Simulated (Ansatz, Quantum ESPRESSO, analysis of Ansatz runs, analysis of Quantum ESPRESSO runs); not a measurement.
# Substitutional N in diamond: charge-transition level against experiment (Quantum ESPRESSO)

Aim: the charge-transition level of substitutional N in diamond, to be set beside the measurement. Set-up: PBE, JTH 2.0 PBE, 32-site cell, PBE lattice, k: the single point 1/4 1/4 1/4 then 2x2x2 shifted, started with the impurity moved along one bond, start relaxed with Ansatz. The model is a cell of 32 host atoms with 1 C taken out and 1 N put in. The level is the Fermi energy at which two charge states have equal formation energy, after a correction for the images of the charge. Other potentials or another program check that the number doesn't hang on one set of files.

What was measured. (+1/0) level below the conduction-band bottom: 1.7 eV (quoted in “Hunting the elusive shallow n-type donor – An ab initio study of Li and N co-doped diamond”, 2021, S. Conejeros et al., quoting earlier work (1969)). The runs below try to reproduce this.

Main program and level: Quantum ESPRESSO 7.5; Quantum ESPRESSO plane-wave DFT, PBE, JTH 2.0 PBE potentials; relaxation of all atoms of a defect supercell.

Most raw output is cut from this account.

### 1. Starting point

The cell holds 32 atoms: 31 C and 1 N. Cell: a = 6.190 Å, b = 6.190 Å, c = 6.190 Å, α = 109.5°, β = 109.5°, γ = 109.5°. It derives from C (space group Fd-3m). Nearest the centre at fractional (0.500, 0.500, 0.500): N11 at 0.01 Å, C32 at 1.55 Å, C26 at 1.56 Å, C23 at 1.56 Å, C27 at 1.57 Å, C16 at 2.51 Å, C4 at 2.52 Å, C13 at 2.52 Å. The cell carries charge +1.

The host's primitive cell comes from a first run (Quantum ESPRESSO plane-wave DFT, PBE, JTH 2.0 PBE potentials; relaxation of cell and atoms of a defect-free cell): vectors of 2.527, 2.527 and 2.527 Å. That is 5.70 Å³ an atom, 0.6 % over the diffraction cell's volume. The supercell is built on it.

This program's steps are dear, so the start below was first relaxed with Ansatz (plane-wave PAW DFT, PBE; 3.9 s).

### 2. Relaxation, charge +1

Every later number rests on the structure around the defect, so the atoms are relaxed at the host's lattice first.

pw.in

```
&CONTROL
  calculation = 'relax'
  prefix = 'pwscf'
  outdir = './tmp'
  pseudo_dir = './pseudo'
  tprnfor = .true.
  disk_io = 'low'
  nstep = 70
  forc_conv_thr = 0.00078
  etot_conv_thr = 0.0001
/
&SYSTEM
  ibrav = 0
  nat = 32
  ntyp = 2
  ecutwfc = 40
  ecutrho = 240
  nbnd = 68
  occupations = 'smearing'
  smearing = 'fd'
  degauss = 0.00073499
  tot_charge = 1
  nosym = .true.
/
&ELECTRONS
  conv_thr = 3d-08
  electron_maxstep = 100
  mixing_beta = 0.5
/
&IONS
  ion_dynamics = 'bfgs'
/
ATOMIC_SPECIES
C     12.0110 C.GGA_PBE-JTH.UPF
N     14.0070 N.GGA_PBE-JTH.UPF
CELL_PARAMETERS angstrom
  -3.5736125014    3.5736125014    3.5736125014
   3.5736125014   -3.5736125014    3.5736125014
   3.5736125014    3.5736125014   -3.5736125014
ATOMIC_POSITIONS crystal
C     -0.0015117021   -0.0011845236    0.4980231619
C     -0.0009429450    0.2482061740    0.2474155219
C     -0.0015143522    0.4988097700   -0.0019759562
C     -0.0020836686    0.7476307810    0.7468430451
C      0.2478787049   -0.0006117385    0.2474143689
C      0.2478770292    0.2482039105   -0.0014043585
C      0.2496633844    0.4988127531    0.7486383731
C      0.2496663817    0.7494277071    0.4980233697
[... 20 atom lines left out ...]
C      0.7482890655   -0.0012112639    0.4980251939
C      0.7486612122    0.2490110705    0.2482222100
C      0.7482883026    0.4988114866   -0.0020023959
C      0.7504064323    0.7507339150    0.7499477487
K_POINTS crystal
1
0.25 0.25 0.25 1.0
```

The run is started by

```
$ OMP_NUM_THREADS=1 mpirun -n 4 pw.x -in pw.in > pw.out
```

Wall time 5.5 s (4 MPI ranks of Arm Neoverse V2, shared host); peak memory 0.31 GiB.

No atom moved by 0.005 Å in the relaxation.

Neighbours of N11 at the end:

```csv
atom,distance (Å)
C32,1.559
C26,1.559
C23,1.559
C27,1.559
C4,2.524
C13,2.524
C5,2.524
C16,2.524
C12,2.524
C6,2.524
C8,2.524
C2,2.524
C10,2.524
C7,2.524
C15,2.524
C14,2.524
```

### 3. Single point, charge +1

The relaxed structure is kept, and the final numbers are taken at the final level and k-points.

This step: Quantum ESPRESSO plane-wave DFT, PBE, JTH 2.0 PBE potentials; single point of a defect supercell.

pw.in

```
&CONTROL
  calculation = 'scf'
  prefix = 'pwscf'
  outdir = './tmp'
  pseudo_dir = './pseudo'
  tprnfor = .true.
  disk_io = 'low'
/
&SYSTEM
  ibrav = 0
  nat = 32
  ntyp = 2
  ecutwfc = 40
  ecutrho = 240
  nbnd = 68
  occupations = 'smearing'
  smearing = 'fd'
  degauss = 0.00073499
  tot_charge = 1
  nosym = .true.
/
&ELECTRONS
  conv_thr = 3d-08
  electron_maxstep = 100
  mixing_beta = 0.5
/
ATOMIC_SPECIES
C     12.0110 C.GGA_PBE-JTH.UPF
N     14.0070 N.GGA_PBE-JTH.UPF
CELL_PARAMETERS angstrom
  -3.5736125014    3.5736125014    3.5736125014
   3.5736125014   -3.5736125014    3.5736125014
   3.5736125014    3.5736125014   -3.5736125014
ATOMIC_POSITIONS crystal
C     -0.0015117021   -0.0011845236    0.4980231619
C     -0.0009429450    0.2482061740    0.2474155219
[... 1 atom line left out ...]
C     -0.0020836686    0.7476307810    0.7468430451
[... 2 atom lines left out ...]
C      0.2496633844    0.4988127531    0.7486383731
C      0.2496663817    0.7494277071    0.4980233697
[... 1 atom line left out ...]
C      0.4984868371    0.2499887691    0.7486365663
N      0.4984925692    0.4988191781    0.4980300389
[... 1 atom line left out ...]
C      0.7473034503   -0.0017555977    0.7468430432
C      0.7491023393    0.2499887461    0.4980221161
[... 1 atom line left out ...]
C      0.7473065655    0.7476364850   -0.0025389505
[... 6 atom lines left out ...]
C      0.2465711667    0.4988200119    0.4980315339
[... 2 atom lines left out ...]
C      0.4984957321    0.2469020283    0.4980301966
C      0.4984939174    0.4988198110    0.2461070496
[... 4 atom lines left out ...]
C      0.7504064323    0.7507339150    0.7499477487
K_POINTS automatic
2 2 2 1 1 1
```

pp_potential.in

```
&INPUTPP
  prefix = 'pwscf'
  outdir = './tmp'
  filplot = 'potential.dat'
  plot_num = 11
/
&PLOT
  nfile = 1
  filepp(1) = 'potential.dat'
  iflag = 3
  output_format = 6
  fileout = 'potential.cube'
/
```

The run is started by

```
$ OMP_NUM_THREADS=1 mpirun -n 4 pw.x -nk 2 -in pw.in > pw.out
$ OMP_NUM_THREADS=1 mpirun -n 4 pp.x -in pp_potential.in > pp_potential.out
```

It took 12 s on 4 MPI ranks; peak memory 0.38 GiB.

### 4. Relaxation, charge 0

pw.in

```
&CONTROL
  calculation = 'relax'
  prefix = 'pwscf'
  outdir = './tmp'
  pseudo_dir = './pseudo'
  tprnfor = .true.
  disk_io = 'low'
  nstep = 70
  forc_conv_thr = 0.00078
  etot_conv_thr = 0.0001
/
&SYSTEM
  ibrav = 0
  nat = 32
  ntyp = 2
  ecutwfc = 40
  ecutrho = 240
  nbnd = 69
  occupations = 'smearing'
  smearing = 'fd'
  degauss = 0.00073499
  nspin = 2
  starting_magnetization(1) = 0.125
  starting_magnetization(2) = 0.1
  tot_magnetization = 1
  nosym = .true.
/
&ELECTRONS
  conv_thr = 3d-08
  electron_maxstep = 100
  mixing_beta = 0.3
/
&IONS
  ion_dynamics = 'bfgs'
/
ATOMIC_SPECIES
C     12.0110 C.GGA_PBE-JTH.UPF
N     14.0070 N.GGA_PBE-JTH.UPF
CELL_PARAMETERS angstrom
  -3.5736125014    3.5736125014    3.5736125014
   3.5736125014   -3.5736125014    3.5736125014
   3.5736125014    3.5736125014   -3.5736125014
ATOMIC_POSITIONS crystal
C     -0.0006404329   -0.0003137484    0.4998966544
C     -0.0054326917    0.2474016016    0.2466123299
[... 4 atom lines left out ...]
C      0.2500933152    0.4981467314    0.7466470970
C      0.2500932063    0.7474390843    0.4973574150
[... 1 atom line left out ...]
C      0.4978200669    0.2504205081    0.7466475860
N      0.4617956874    0.4621252207    0.4613277770
C      0.4978191560    0.7474380193    0.2496306871
[... 1 atom line left out ...]
C      0.7471119635    0.2504206225    0.4973577389
C      0.7471103664    0.4981462048    0.2496310215
C      0.7533023165    0.7536290961    0.0025999140
[... 6 atom lines left out ...]
C      0.2436940492    0.4912183079    0.4904259099
[... 2 atom lines left out ...]
C      0.4908915266    0.2440200506    0.4904270592
C      0.4908872760    0.4912151334    0.2432360220
[... 4 atom lines left out ...]
C      0.7894244401    0.7897509358    0.7889635885
K_POINTS crystal
1
0.25 0.25 0.25 1.0
```

The run is started by

```
$ OMP_NUM_THREADS=1 mpirun -n 4 pw.x -in pw.in > pw.out
```

Run time: 19 s. Hardware: 4 MPI ranks; peak memory 0.36 GiB; 78 s of CPU time.

Hardly anything moved in the relaxation; the energy changed by under 0.2 meV an atom.

Neighbours of N11 at the end:

```csv
atom,distance (Å)
C26,1.479
C23,1.479
C27,1.479
C32,2.028
C5,2.365
C2,2.365
C6,2.365
C10,2.522
C7,2.522
C14,2.522
C15,2.522
C8,2.522
C12,2.522
```

This step gave:

* total moment: 1.000 μB
* integral of the absolute spin density: 1.122 μB

### 5. Single point, charge 0

This step: Quantum ESPRESSO plane-wave DFT, PBE, JTH 2.0 PBE potentials; single point of a defect supercell.

pw.in

```
&CONTROL
  calculation = 'scf'
  prefix = 'pwscf'
  outdir = './tmp'
  pseudo_dir = './pseudo'
  tprnfor = .true.
  disk_io = 'low'
/
&SYSTEM
  ibrav = 0
  nat = 32
  ntyp = 2
  ecutwfc = 40
  ecutrho = 240
  nbnd = 69
  occupations = 'smearing'
  smearing = 'fd'
  degauss = 0.00073499
  nspin = 2
  starting_magnetization(1) = 0.125
  starting_magnetization(2) = 0.1
  tot_magnetization = 1
  nosym = .true.
/
&ELECTRONS
  conv_thr = 3d-08
  electron_maxstep = 100
  mixing_beta = 0.3
/
ATOMIC_SPECIES
C     12.0110 C.GGA_PBE-JTH.UPF
N     14.0070 N.GGA_PBE-JTH.UPF
CELL_PARAMETERS angstrom
  -3.5736125014    3.5736125014    3.5736125014
   3.5736125014   -3.5736125014    3.5736125014
   3.5736125014    3.5736125014   -3.5736125014
ATOMIC_POSITIONS crystal
C     -0.0006402377   -0.0003111844    0.4999237690
C     -0.0055069484    0.2473712143    0.2465811342
[... 4 atom lines left out ...]
C      0.2501116259    0.4981252168    0.7466093049
C      0.2501101924    0.7473989287    0.4973324736
[... 1 atom line left out ...]
C      0.4977988001    0.2504385800    0.7466115665
N      0.4617647616    0.4620867663    0.4613101375
C      0.4977936512    0.7473956149    0.2496470162
[... 1 atom line left out ...]
C      0.7470737175    0.2504375081    0.4973347886
C      0.7470681585    0.4981224094    0.2496475745
C      0.7533643519    0.7536919217    0.0026553082
[... 6 atom lines left out ...]
C      0.2437953819    0.4912007905    0.4904154702
[... 2 atom lines left out ...]
C      0.4908783265    0.2441201558    0.4904183578
C      0.4908716223    0.4911969927    0.2433356850
[... 4 atom lines left out ...]
C      0.7894711391    0.7897979540    0.7890088661
K_POINTS automatic
2 2 2 1 1 1
```

pp_potential.in is that of step 3.

The run is started by

```
$ OMP_NUM_THREADS=1 mpirun -n 4 pw.x -nk 2 -in pw.in > pw.out
$ OMP_NUM_THREADS=1 mpirun -n 4 pp.x -in pp_potential.in > pp_potential.out
```

It took 32 s on 4 MPI ranks; peak memory 0.45 GiB.

Read from the output:

| Property | Result |
| --- | --- |
| total moment | 1.0000 μB |
| integral of the absolute spin density | 1.099 μB |

### 6. Charge-transition levels

Analysis of the runs above: levels from Quantum ESPRESSO plane-wave DFT, PBE, JTH 2.0 PBE potentials energies with an image-charge correction aligned at atomic sites (own code after Kumagai and Oba).

It gives:

| Property | Result |
| --- | --- |
| gap | 4.123 eV |

### 7. Summary of results

```json
{
 "static dielectric constant used": "5.9",
 "band gap of the host": "4.12 eV",
 "(plus 1/0) level below the conduction-band bottom": "1.35 eV"
}
```

(+1/0) level below the conduction-band bottom: computed 1.35 eV, measured 1.7 eV; 0.35 eV shallower than the measurement. The level is counted in a gap of 4.12 eV, and the correction is screened by a dielectric constant of 5.9 from a linear-response run on the host (PBEsol). Levels hang on the band edges, which semilocal functionals place too close together. Limits: the periodic copies of the defect are only 6.2 Å apart.

[Logs are printed without paths, hosts, clocks, repeated set-up lines and the standing remarks that a program may print on its own settings, such as how far it seeks lower states.]

[Hosts, paths, dates, database ids (printed as entryN), source tags and the programs' standing remarks are cut or masked in the printed files.]

[For some hosts the program warned that the k-mesh of the response run may be too coarse for force constants and the static dielectric constant; such warnings are not shown here.]
